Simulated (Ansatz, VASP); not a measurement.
# BP in two plane-wave programs, part 2 of 2

Wanted: the spread between two codes on one cell, functional and k mesh. The cell is taken from a series of VASP runs on this material, whose earlier steps may have relaxed, scaled or displaced it; both programs get it as it stands.

VASP 6.6.1 and Ansatz 0.2.0.

So far: Starting point; VASP: elastic constants, LDA.

**3. Ansatz: elastic constants, LDA**

Level of this step: Ansatz beside VASP: Kohn-Sham DFT, plane waves, LDA (Ansatz).

Ansatz runs on its default PAW (the set named soft_2) files.

The same cell, functional (in two slightly different forms), mesh and smearing now go to Ansatz, which takes its cutoff from its data sets.

input.yaml

```yaml
crystal:
  lattice:
    - [0.0, 2.2448408687, 2.2448408687]
    - [2.2448408687, 0.0, 2.2448408687]
    - [2.2448408687, 2.2448408687, 0.0]
  atoms:
    - { symbol: P, position: [0.75, 0.75, 0.75] }
    - { symbol: B, position: [0.0, 0.0, 0.0] }
hamiltonian:
  xc: lda
  pseudopotentials: { kind: paw }
kpoints:
  mp_grid: { grid: [10, 10, 10] }
scf:
  occupations: { method: gaussian, width: 0.03 }
elastic:
  mode: relaxed_ion
  stencil: two_point
output:
  forces: true
  stress: true
```

Launch:

```
$ ansatz run input.yaml --threads 4 --pin off --max-ram 9216MiB --backend cpu --events-out ev --progress --plain --runs-dir out
```

Numbers of over 12 decimals in the logs are rounded to 6 here.

The log of the run:

```text
Engine: ansatz 0.2.0, aarch64-unknown-linux-gnu
Pseudopotentials: kind: paw
Pseudopotential: P, paw, valence charge 5, recommended cutoff 420 eV (normal), P.paw.azcp
Pseudopotential: B, paw, valence charge 3, recommended cutoff 420 eV (normal), B.paw.azcp
Functional definition: SPW92
  exchange = slater_x
  correlation = pw_c
Crystal: 2 atoms, lattice volume = 22.625 Å³
Basis set: ecut = 420 eV, 459 PW (Γ)
Bands: 8, of which v1, the nominal top of the filled ones, is band 4 counted from 1 (3 counted from 0)
Symmetry: 24 space group operations
Space group: F-43m (ITA 216), of the structure as read, at distance tolerance 2.8e-5 Å
k-points: 47 of 1000 (time reversal used)
Non-local potential: P, projectors of the file, l = 0: 2, l = 1: 2, l = 2: 2
Non-local potential: B, projectors of the file, l = 0: 2, l = 1: 2, l = 2: 1
PAW form: soft (Blöchl's): semilocal exchange-correlation on the pseudo side does not see the compensation charge
PAW frozen core: P, regenerated for the run's functional, and the local potential with it (the file was generated under x = pbe(κ = 0.804, μ = 0.219515), c = pbe(β = 0.066725))
PAW frozen core: B, regenerated for the run's functional, and the local potential with it (the file was generated under x = pbe(κ = 0.804, μ = 0.219515), c = pbe(β = 0.066725))
PAW one-centre angular grid: P, 110 points (default); XC on 64 Gauss nodes
PAW one-centre angular grid: B, 110 points (default); XC on 64 Gauss nodes
Initial density: superposition of atomic densities (neutral atoms: chi_scale 0, normalization atom), corrected by the library's trained network
Initial wavefunctions: pseudopotential atomic-orbital guess
Functional: x = slater, c = lda
SCF iter   1: F=—  HF=-876.638793 eV  |F-HF|=—  |Δ(HF+E_count)|=         —  Δρ=5.41e-3  dr2=5.15e-3  ethr=1.77e-3  ⟨swp⟩=6.1  Hψ=3510  notcnv=0
preconditioner: auto → none  [insulator: Δε(μ)=1.140 eV  Ē_g=12.940 eV  σ=0.030 eV  W_gap=1.00  n_scr=0 (ndim 8)  ℏωp=22.1 eV  f_vac=0.000  D(μ)=0.00/eV (n_scr^D=0)  ε∞_Penn≈3.9]
SCF iter   2: F=—  HF=-876.637897 eV  |F-HF|=—  |Δ(HF+E_count)|=   8.96e-4  Δρ=2.43e-3  dr2=8.36e-4  ethr=6.44e-5  ⟨swp⟩=2.5  Hψ=1030  notcnv=0
SCF iter   3: F=—  HF=-876.637706 eV  |F-HF|=—  |Δ(HF+E_count)|=   1.92e-4  Δρ=1.09e-3  dr2=1.25e-4  ethr=1.04e-5  ⟨swp⟩=2.1  Hψ=528  notcnv=0
SCF iter   4: F=—  HF=-876.637690 eV  |F-HF|=—  |Δ(HF+E_count)|=   1.53e-5  Δρ=4.00e-4  dr2=1.88e-5  ethr=1.56e-6  ⟨swp⟩=1.0  Hψ=376  notcnv=0
SCF iter   5: F=—  HF=-876.637687 eV  |F-HF|=—  |Δ(HF+E_count)|=   3.82e-6  Δρ=7.84e-5  dr2=1.00e-6  ethr=2.36e-7  ⟨swp⟩=1.0  Hψ=383  notcnv=0
SCF iter   6: F=—  HF=-876.637687 eV  |F-HF|=—  |Δ(HF+E_count)|=   4.43e-8  Δρ=1.09e-5  dr2=3.18e-8  ethr=1.25e-8  ⟨swp⟩=2.0  Hψ=555  notcnv=0
SCF iter   7: F=—  HF=-876.637687 eV  |F-HF|=—  |Δ(HF+E_count)|=   9.49e-9  Δρ=1.75e-6  dr2=6.76e-10  ethr=3.97e-10  ⟨swp⟩=2.3  Hψ=535  notcnv=0
SCF iter   8: F=—  HF=-876.637687 eV  |F-HF|=—  |Δ(HF+E_count)|=  1.72e-10  Δρ=1.88e-7  dr2=6.93e-12  ethr=8.45e-12  ⟨swp⟩=2.2  Hψ=548  notcnv=0
SCF iter   9: F=-876.637687 eV  HF=-876.637687 eV  |F-HF|=2.27e-13  |Δ(HF+E_count)|=  1.71e-12  Δρ=1.83e-8  dr2=7.52e-14  ethr=1.00e-12  ⟨swp⟩=4.2  Hψ=2120  notcnv=0
SCF 1 converged in 9 iterations: F = -876.637687 eV  dr2 = 7.52e-14
  greatest PAW one-centre occupation: 0.772 electrons in one spin orbital (limit 2), on the P atom at site 0 (counted from 0), in its partial waves of l = 0
Crystal: 2 atoms, lattice volume = 22.580 Å³
Symmetry: 8 space group operations
k-points: 102 of 1000 (time reversal used)
Initial density: handed on by an earlier stage of this run
Initial wavefunctions: those handed on with the density
iter 1 solved again at ethr=5.49e-7 eV; its pass at ethr=3.10e-3 eV (dr2=4.39e-5 eV) is discarded
SCF iter   1: F=—  HF=-876.637555 eV  |F-HF|=—  |Δ(HF+E_count)|=         —  Δρ=3.97e-4  dr2=4.40e-5  ethr=5.49e-7  ⟨swp⟩=2.1  Hψ=7700  notcnv=0
preconditioner: auto → none  [insulator: Δε(μ)=1.121 eV  Ē_g=12.959 eV  σ=0.030 eV  W_gap=1.00  n_scr=0 (ndim 8)  ℏωp=22.1 eV  f_vac=0.000  D(μ)=0.00/eV (n_scr^D=0)  ε∞_Penn≈3.9]
SCF iter   2: F=—  HF=-876.637540 eV  |F-HF|=—  |Δ(HF+E_count)|=   1.42e-5  Δρ=1.02e-4  dr2=2.23e-6  ethr=5.49e-7  ⟨swp⟩=2.4  Hψ=1215  notcnv=0
SCF iter   3: F=—  HF=-876.637539 eV  |F-HF|=—  |Δ(HF+E_count)|=   1.87e-6  Δρ=3.83e-5  dr2=2.40e-7  ethr=2.79e-8  ⟨swp⟩=2.0  Hψ=1226  notcnv=0
SCF iter   4: F=—  HF=-876.637539 eV  |F-HF|=—  |Δ(HF+E_count)|=   6.26e-8  Δρ=7.99e-6  dr2=5.95e-9  ethr=3.00e-9  ⟨swp⟩=2.0  Hψ=1225  notcnv=0
SCF iter   5: F=—  HF=-876.637539 eV  |F-HF|=—  |Δ(HF+E_count)|=  9.02e-10  Δρ=2.11e-7  dr2=4.50e-12  ethr=7.43e-11  ⟨swp⟩=1.0  Hψ=818  notcnv=0
SCF iter   6: F=—  HF=-876.637539 eV  |F-HF|=—  |Δ(HF+E_count)|=  5.46e-12  Δρ=4.59e-8  dr2=2.44e-13  ethr=1.00e-12  ⟨swp⟩=5.8  Hψ=2980  notcnv=0
SCF iter   7: F=-876.637539 eV  HF=-876.637539 eV  |F-HF|=2.27e-13  |Δ(HF+E_count)|=    0.00e0  Δρ=3.27e-9  dr2=2.07e-15  ethr=1.00e-12  ⟨swp⟩=4.0  Hψ=2448  notcnv=0
SCF 2 converged in 7 iterations: F = -876.637539 eV  dr2 = 2.07e-15
Crystal: 2 atoms, lattice volume = 22.670 Å³
iter 1 solved again at ethr=7.47e-12 eV; its pass at ethr=3.10e-3 eV (dr2=5.98e-10 eV) is discarded
[...]
SCF iter   3: F=—  HF=-876.637604 eV  |F-HF|=—  |Δ(HF+E_count)|=   5.78e-6  Δρ=2.85e-5  dr2=1.10e-7  ethr=1.63e-7  ⟨swp⟩=2.2  Hψ=2053  notcnv=0
SCF iter   4: F=—  HF=-876.637605 eV  |F-HF|=—  |Δ(HF+E_count)|=   6.13e-7  Δρ=2.90e-6  dr2=9.12e-10  ethr=1.37e-9  ⟨swp⟩=1.9  Hψ=1742  notcnv=0
SCF iter   5: F=—  HF=-876.637605 eV  |F-HF|=—  |Δ(HF+E_count)|=  3.75e-11  Δρ=9.95e-7  dr2=1.98e-10  ethr=1.14e-11  ⟨swp⟩=2.1  Hψ=2021  notcnv=0
SCF iter   6: F=—  HF=-876.637605 eV  |F-HF|=—  |Δ(HF+E_count)|=  5.64e-11  Δρ=2.22e-7  dr2=7.41e-12  ethr=2.47e-12  ⟨swp⟩=2.2  Hψ=1932  notcnv=0
SCF iter   7: F=-876.637605 eV  HF=-876.637605 eV  |F-HF|=0.00e0  |Δ(HF+E_count)|=  1.48e-12  Δρ=2.66e-8  dr2=7.49e-14  ethr=1.00e-12  ⟨swp⟩=3.2  Hψ=5606  notcnv=0
SCF 4 converged in 7 iterations: F = -876.637605 eV  dr2 = 7.49e-14
relax step   1: F+E_penalty+E_count = -876.63760508 eV  Δ(F+E_penalty+E_count) = +0.000e0 eV  max|allowed force component| = 1.638e-2 eV/Å  Δτ_max = 0.0000 Å  (7 SCF iters, accepted)
[...]
relax step   2: F+E_penalty+E_count = -876.63761004 eV  Δ(F+E_penalty+E_count) = -4.960e-6 eV  max|allowed force component| = 8.442e-3 eV/Å  Δτ_max = 0.0002 Å  (6 SCF iters, accepted)
[...]
relax step   3: F+E_penalty+E_count = -876.63761183 eV  Δ(F+E_penalty+E_count) = -1.793e-6 eV  max|allowed force component| = 8.397e-8 eV/Å  Δτ_max = 0.0002 Å  (6 SCF iters, accepted)
[...]
relax step   1: F+E_penalty+E_count = -876.63760508 eV  Δ(F+E_penalty+E_count) = +0.000e0 eV  max|allowed force component| = 1.638e-2 eV/Å  Δτ_max = 0.0000 Å  (7 SCF iters, accepted)
[...]
relax step   2: F+E_penalty+E_count = -876.63761183 eV  Δ(F+E_penalty+E_count) = -6.753e-6 eV  max|allowed force component| = 1.078e-7 eV/Å  Δτ_max = 0.0004 Å  (6 SCF iters, accepted)
iter 1 solved again at ethr=1.00e-12 eV; its pass at ethr=3.10e-3 eV (dr2=4.84e-14 eV) is discarded
SCF iter   1: F=—  HF=-876.637612 eV  |F-HF|=—  |Δ(HF+E_count)|=         —  Δρ=1.64e-8  dr2=3.42e-14  ethr=1.00e-12  ⟨swp⟩=2.5  Hψ=13320  notcnv=0
SCF iter   2: F=-876.637612 eV  HF=-876.637612 eV  |F-HF|=3.41e-13  |Δ(HF+E_count)|=  1.14e-13  Δρ=7.15e-9  dr2=3.70e-15  ethr=1.00e-12  ⟨swp⟩=4.1  Hψ=4022  notcnv=0
SCF 10 converged in 2 iterations: F = -876.637612 eV  dr2 = 3.70e-15
SCF converged after 9 iterations
Free energy (F): -876.637687 eV
Harris-Foulkes:  -876.637687 eV  (|F-HF|=2.27e-13)
Internal energy: -876.637687 eV  (E = F + TS)
E sigma→0 (E₀):  -876.637687 eV
Fermi energy:    10.070877 eV
--- Per-component energies (eV) ---
  E_band       = 23.278626
  E_kinetic    = 123.664501
  E_local      = -67.861658  (includes V_loc(G=0)·N_el)
  E_nonlocal   = 47.121078
  E_hartree    = 16.575687
  E_xc         = -94.966095
  E_vxc        = -101.268006  (∫ρ·V_xc dr)
  E_paw        = -612.770388  (= ΣΔE_a)
  E_vpaw       = -11.528662  (= ΣTr[D̂ρ^β])
  E_aug_tail   = -0.000000  (compensation charges beyond the density's cutoff)
  E_ewald      = -288.563997
  E_core_change = 0.163186  (= ΣΔE_core)
  E_smearing   = -0.000000  (= −TS)
  E_closure    = 0.000000  (closes the sum)
  Σ components = -876.637687   (vs F -876.637687, Δ=0.00e0)
--- Forces (eV/Å), atoms counted from 1 ---
  atom   1  P      0.00000000    -0.00000000     0.00000000
  atom   2  B     -0.00000000     0.00000000    -0.00000000
  max |Σ_I F_I| component: 4.07e-16 eV/Å
--- Stress (GPa, compression-positive) ---
        0.093098       0.000000      -0.000000
       -0.000000       0.093098       0.000000
       -0.000000       0.000000       0.093098
  P = ⅓ Tr σ = 0.0931 GPa (0.931 kbar)
--- Band table (eV; the first three rows and the last of 47) ---
  k-point 0: bands = ["-6.1850", "9.4961", "9.4961", "9.4961", "12.9239", "12.9239", "12.9239", "17.3404"]
  k-point 1: bands = ["-6.0004", "8.1828", "9.1951", "9.1951", "13.3398", "13.3398", "13.3776", "17.8165"]
  k-point 2: bands = ["-5.4531", "5.8045", "8.6259", "8.6259", "13.6294", "14.0634", "14.0634", "18.8345"]
  k-point 46: bands = ["-0.9163", "1.3507", "3.7820", "3.9400", "14.0355", "14.8903", "17.8708", "18.2656"]
--- Elastic constants: 2 strain directions × 2 members + reference (group order 24) ---
  dense FFT box of the reference and of every strained cell: 24×24×24
  strains applied: 11, 23; error gains: componentwise 1.00 (the most a stress slope's error grows in a printed constant), spectral 1.73 (1 for all six strains in a standard setting)
  C = ∂σ_k/∂η_j (tension-positive GPa; Voigt order 11 22 33 23 13 12):
       358.723     84.630     84.630     -0.000      0.000      0.000
        84.630    358.723     84.630     -0.000      0.000      0.000
        84.630     84.630    358.723     -0.000      0.000      0.000
        -0.000      0.000     -0.000    194.390     -0.000     -0.000
        -0.000     -0.000     -0.000      0.000    194.390     -0.000
        -0.000      0.000     -0.000      0.000     -0.000    194.390
  reference stress σ⁰ (GPa):     -0.093     -0.093     -0.093     -0.000      0.000      0.000
  C* (energy form; C + prestress term) asymmetry max|C*_kj − C*_jk| = 1.421e-14 GPa — a small one proves nothing (zero by symmetry where the batch's group is 432, −43m or m−3m); a large one is finite-difference/SCF noise where every solve meets its electron count
  moduli (Voigt/Reuss/Hill, GPa): K = 175.99/175.99/175.99   G = 171.45/166.52/168.99   E = 384.04   ν = 0.136
  mechanically stable: yes (min eigenvalue of sym C = 194.39 GPa)
  strain η (Voigt 11):  stress-route row diagonal C_11 = 358.72 GPa, energy-path curvature d²(F+E_count+ΔE)/dδ²/Ω₀ = 358.83 GPa
         δ    σ_11 (GPa)             F (eV)   n_scf  n_hpsi   n_pw
    -2.000e-3      -0.8119        -876.6375386       7   18248    459   relax 0 steps, max|allowed force component| 8.67e-17 eV/Å
     2.000e-3       0.6230        -876.6375950       5   14907    459   relax 0 steps, max|allowed force component| 8.67e-17 eV/Å
  strain η (Voigt 23):  stress-route row diagonal C_44 = 194.39 GPa, energy-path curvature d²(F+E_count+ΔE)/dδ²/Ω₀ = 194.50 GPa
         δ    σ_23 (GPa)             F (eV)   n_scf  n_hpsi   n_pw
    -2.000e-3      -0.3888        -876.6376118       2   18341    459   relax 3 steps, max|allowed force component| 8.40e-8 eV/Å
     2.000e-3       0.3888        -876.6376118       2   18398    459   relax 2 steps, max|allowed force component| 1.08e-7 eV/Å
```

Run time: 7.5 s. Hardware: 4 threads of Arm Neoverse V1, shared host; peak memory 0.35 GiB; 27 s of CPU time.

**4. Differences**

Known differences besides the potentials themselves: the two LDA forms differ slightly; the cutoff is 420 eV in Ansatz and 700 eV in VASP; VASP's log shows a relativistic correction to its local exchange, Ansatz's none. Total energies have different zeros and are not compared.

Compared:

```tsv
quantity	Ansatz	VASP	difference
C11 (GPa)	358.7	358.5	+0.06 %
C22 (GPa)	358.7	358.5	+0.06 %
C33 (GPa)	358.7	358.5	+0.06 %
C12 (GPa)	84.6	84.1	+0.64 %
C13 (GPa)	84.6	84.1	+0.64 %
C23 (GPa)	84.6	84.1	+0.64 %
C44 (GPa)	194.4	194.8	-0.23 %
C55 (GPa)	194.4	194.8	-0.23 %
C66 (GPa)	194.4	194.8	-0.23 %
```

**5. Outcome**

```json
{"difference in C12 (elastic constants, LDA)": "0.64 %"}
```

**Reading.** The difference in C12 is 0.64 % (elastic constants, LDA), within the 5 % picked in this series as the mark of a large difference. How closely two codes agree says nothing of how well the functional describes the real material.

[Lines on the potential files, build, host, timing and source positions are cut from VASP's logs without a mark.]

[Logs are printed without paths, hosts, clocks, repeated set-up lines and the standing remarks that a program may print on its own settings, such as how far it seeks lower states.]

[Hosts, paths, dates, database ids (printed as entryN), source tags and the programs' standing remarks are cut or masked in the printed files.]
